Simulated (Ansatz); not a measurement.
# Changed inputs in constrained RPA: Te2Mo (1H sheet), part 2 of 2

Aim: hold the target of a cRPA run on Te2Mo (1H sheet) and move one thing at a time.

Ansatz 0.2.0; constrained RPA on LDA, plane waves, PAW.

So far. Step 3 (Changed: 3×3×1 mesh): On the Mo d shell, screening brings the on-site interaction from 13.0 eV down to U = 5.64 eV. Step 4 (Changed: smooth pair densities): On the Mo d shell, screening brings the on-site interaction from 12.9 eV down to U = 5.77 eV.

### Step 7. Changed: r2SCAN

This step: constrained RPA on r2SCAN, plane waves, PAW.

input.yaml reads:

```yaml
crystal:
  lattice:
    - [-3.00214567, 1.73328961, 0.0]
    - [0.0, -3.46657923, 0.0]
    - [0.0, 0.0, 31.23161672]
  atoms:
    - { symbol: Mo, position: [0.0, 0.0, 0.3096908754] }
    - { symbol: Te, position: [0.3333333333, 0.6666666667, 0.367161021] }
    - { symbol: Te, position: [0.3333333333, 0.6666666667, 0.2522207298] }
  periodic: [true, true, false]
kpoints:
  mp_grid: { grid: [12, 12, 1] }
hamiltonian:
  xc: r2scan
scf:
  occupations: { method: gaussian, width: 0.08 }
  n_extra_bands: 19
  max_iter: 150
  lower_state_search: "off"
output:
  crpa:
    kmesh: [6, 6, 1]
    target_bands: [v7, c4]
    projections: [{ species: Mo, l: d, shell: 4 }, { species: Te, l: p, shell: 5 }]
```

Command:

```
> ansatz run input.yaml --threads 8 --pin off --max-ram 14745MiB --backend cpu --events-out ev --progress --plain --runs-dir out
```

Numbers of over 12 decimals in the logs are rounded to 6 here.

The program printed:

```text
[...]
Crystal: 3 atoms, lattice volume = 325.033 Å³
Basis set: ecut = 500 eV, 8273 PW (Γ), exchange–correlation on 108×108×960 points (64 copies of the dense FFT grid, shifted against one another)
Bands: 42, of which v1, the nominal top of the filled ones, is band 23 counted from 1 (22 counted from 0)
Symmetry: 12 space group operations
[...]
k-points: 19 of 144 (time reversal used)
[...]
screened: U = 5.2640 eV, U' = 4.5624 eV, J = 0.3702 eV
      screened, to within: U = 1.8e-2 eV, U' = 1.8e-2 eV, J = 7.4e-4 eV
      bare: V = 9.7410 eV, V' = 8.6435 eV, J = 0.5802 eV
    Site 2, 5P, 3 of 3 p orbitals (Wannier functions 9, 10, 11; wannier90's mr 1, 2, 3):
      screened: U = 5.2640 eV, U' = 4.5624 eV, J = 0.3702 eV
      screened, to within: U = 1.8e-2 eV, U' = 1.8e-2 eV, J = 7.4e-4 eV
      bare: V = 9.7410 eV, V' = 8.6435 eV, J = 0.5802 eV
[...]
[key lines of the parts left out:]
SCF converged after 7 iterations
Free energy (F): -18958.022920 eV
Fermi energy:    -4.322467 eV
```

Wall time 12 min (8 threads of Arm Neoverse V2, shared host); peak memory 4.3 GiB.

This step gave:

| Item | Value |
| --- | --- |
| U | 6.018 eV |
| U prime (inter-orbital) | 5.307 eV |
| J | 0.3644 eV |
| bare V | 12.94 eV |
| bare J | 0.4819 eV |
| stated bound on U | 0.01590 eV |
| U over bare V | 0.4650 |
| electrons in the window | 14 |
| head of the constrained inverse dielectric matrix | 0.7899 |
| least eigenvalue of the projection's overlap | 0.6826 |
| target functions | 11 |
| bands in the sums | 54 |
| width of the target bands | 10.60 eV |
| weight of the projected orbitals in the window | 0.9364 |

On the Mo d shell, screening brings the on-site interaction from 12.9 eV down to U = 6.02 eV.

### Step 8. Changed: strain -1.5%

This step: constrained RPA on LDA, plane waves, PAW.

The cell differs from the one that the last finished run ended in (a 3.467 → 3.415 Å, b 3.467 → 3.415 Å).

input.yaml: that of step 7 with these lines changed.

```diff
@@ -2,4 +2,4 @@
   lattice:
-    - [-3.00214567, 1.73328961, 0.0]
-    - [0.0, -3.46657923, 0.0]
+    - [-2.957113485, 1.7072902658, 0.0]
+    - [0.0, -3.4145805416, 0.0]
     - [0.0, 0.0, 31.23161672]
@@ -13,3 +13,3 @@
 hamiltonian:
-  xc: r2scan
+  xc: lda
 scf:
@@ -24 +24,6 @@
     projections: [{ species: Mo, l: d, shell: 4 }, { species: Te, l: p, shell: 5 }]
+  local_orbitals:
+    kmesh: [12, 12, 1]
+    orbitals: [{ species: Mo, l: d, shell: 4 }, { species: Te, l: p, shell: 5 }]
+    window: { bands: [v7, c4] }
+    seedname: lo
```

The program printed:

```text
[...]
Crystal: 3 atoms, lattice volume = 315.355 Å³
Basis set: ecut = 420 eV, 6165 PW (Γ)
Bands: 42, of which v1, the nominal top of the filled ones, is band 23 counted from 1 (22 counted from 0)
Symmetry: 12 space group operations
[...]
k-points: 19 of 144 (time reversal used)
[...]
screened: U = 5.0329 eV, U' = 4.3522 eV, J = 0.3618 eV
      screened, to within: U = 1.7e-2 eV, U' = 1.7e-2 eV, J = 7.3e-4 eV
      bare: V = 9.6984 eV, V' = 8.6154 eV, J = 0.5766 eV
    Site 2, 5P, 3 of 3 p orbitals (Wannier functions 9, 10, 11; wannier90's mr 1, 2, 3):
      screened: U = 5.0329 eV, U' = 4.3522 eV, J = 0.3618 eV
      screened, to within: U = 1.7e-2 eV, U' = 1.7e-2 eV, J = 7.3e-4 eV
      bare: V = 9.6984 eV, V' = 8.6154 eV, J = 0.5766 eV
[...]
[key lines of the parts left out:]
SCF converged after 8 iterations
Free energy (F): -18497.946004 eV
Fermi energy:    -4.457002 eV
```

Wall time 5.4 min (8 threads); peak memory 3.4 GiB; 42 min of CPU time.

Numbers from this step:

```
U                                                 : 5.678 eV
U prime (inter-orbital)                           : 4.987 eV
J                                                 : 0.3557 eV
bare V                                            : 12.78 eV
bare J                                            : 0.4763 eV
stated bound on U                                 : 0.01448 eV
U over bare V                                     : 0.4445
electrons in the window                           : 14
head of the constrained inverse dielectric matrix : 0.7718
least eigenvalue of the projection's overlap      : 0.6711
target functions                                  : 11
bands in the sums                                 : 54
r.m.s. miss of the model bands                    : 0.002709 eV
width of the target bands                         : 10.43 eV
weight of the projected orbitals in the window    : 0.9330
```

On the Mo d shell, screening brings the on-site interaction from 12.8 eV down to U = 5.68 eV.

### Step 9. Side by side

Times are wall times on 8 threads of Arm Neoverse V2, shared host, good to a factor of about two.

```
                  run  bare V (eV)  U (eV)  J (eV)  bound on U (eV)  width (eV)     time
        target window        12.85   5.764   0.359           0.0150       10.01  6.1 min
           3×3×1 mesh        12.97   5.643   0.359           0.0170       10.01     49 s
smooth pair densities        12.85   5.773   0.364           0.0134       10.01  5.4 min
               r2SCAN        12.94   6.018   0.364           0.0159       10.60   12 min
         strain -1.5%        12.78   5.678   0.356           0.0145       10.43  5.4 min
```

### Step 10. What came out

```json
{"target window": "U 5.76 eV, J 0.36 eV", "3×3×1 mesh": "U 5.64 eV, J 0.36 eV", "smooth pair densities": "U 5.77 eV, J 0.36 eV", "r2SCAN": "U 6.02 eV, J 0.36 eV", "strain -1.5%": "U 5.68 eV, J 0.36 eV"}
```

3×3×1 mesh moves U by −0.12 eV at 0.13 times the time. Smooth pair densities moves U by +0.01 eV (within the solver's bounds, for the mean over orbitals). r2SCAN moves U by +0.25 eV at 2.0 times the time. Strain -1.5% moves U by −0.09 eV. The printed bound covers the solver alone, not the mesh, and no denser mesh than the base was run. The parent state is non-magnetic and the interaction static (zero frequency); U depends on the window and the orbitals, so it belongs to this model alone. A window that holds the anion p bands defines a model with explicit ligands; its U belongs to that model and is not the U of DFT+U.

[Paths, hosts, dates, memory and timing lines, banners, echoed tables and standing remarks are left out of the program output.]

[Logs are printed without paths, hosts, clocks, repeated set-up lines and the standing remarks that a program may print on its own settings, such as how far it seeks lower states.]

[Runs of the session that timed out or met a known fault of the program may be left out.]

[Hosts, paths, dates, database ids (printed as entryN), source tags and the programs' standing remarks are cut or masked in the printed files.]
